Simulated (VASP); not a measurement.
Runs of VASP 6.6.1 on PbSe (Clausthalite). It takes space group Fm-3m (No. 225, cubic). The conventional cell has a = 6.121 Å, b = 6.121 Å, c = 6.121 Å, α = 90.00°, β = 90.00°, γ = 90.00°. Around Pb (site symmetry m-3m) lie 6 Se at 3.06 Å. Se (site symmetry m-3m) has 6 Pb at 3.06 Å as nearest neighbours. 

```tsv
task	level	potentials or basis	cell	k mesh	cutoff (eV)	grid for exact exchange (PRECFOCK)	exchange at q = 0	share of exact exchange	mesh quality	gap on the mesh (eV)	pressure (GPa)	relaxed volume (Å³/atom)
band structure	PBE	VASP PAW PBE potentials, release 64 (Pb_d, Se)	as given	8 × 8 × 8	520	-	-	-	not flagged	0.29	-	-
relaxation of cell and atoms	PBE+MBD	VASP PAW PBE potentials, release 64 (Pb_d, Se)	relaxed	8 × 8 × 8	600	-	-	-	not flagged	(b)	0.0	29.16
band structure	r2SCAN	VASP PAW PBE potentials, release 64 (Pb_d, Se)	as given	8 × 8 × 8	520	-	-	-	not flagged	0.58	1.5	-
relaxation of cell and atoms	PBE-EpsX	VASP PAW PBE potentials, release 64 (Pb_d, Se)	relaxed	4 × 4 × 4	600	Fast	default	0.0331	coarse	0.56	0.0	29.92
relaxation of cell and atoms	vdW-DF-cx	VASP PAW PBE potentials, release 64 (Pb_d, Se)	relaxed	8 × 8 × 8	600	-	-	-	not flagged	0.26	0.1	28.67
relaxation of cell and atoms	PBEsol+D3	VASP PAW PBE potentials, release 64 (Pb_d, Se)	relaxed	8 × 8 × 8	600	-	-	-	not flagged	0.11	0.0	(a)
relaxation of cell and atoms	PBE	VASP PAW PBE potentials, release 64 (Pb_d_GW, Se_GW)	relaxed	8 × 8 × 8	630	-	-	-	not flagged	(c)	0.0	30.04
```

Alike in all rows: no spin polarisation; smearing fermi-dirac 0.05 eV.

Estimate the missing entries.

(a) 27.88; (b) 0.35; (c) 0.43.

Caveats: some runs use coarse meshes; spin-orbit coupling is left out, which as a rule narrows the gap of such compounds by several tenths of an eV; the PAW data sets were made with another functional, which shifts forces and pressure a little (some runs).

A k mesh can miss the band edges, and the runs leave out spin-orbit coupling on Pb, Se.

Not every run made on this cell is shown here.
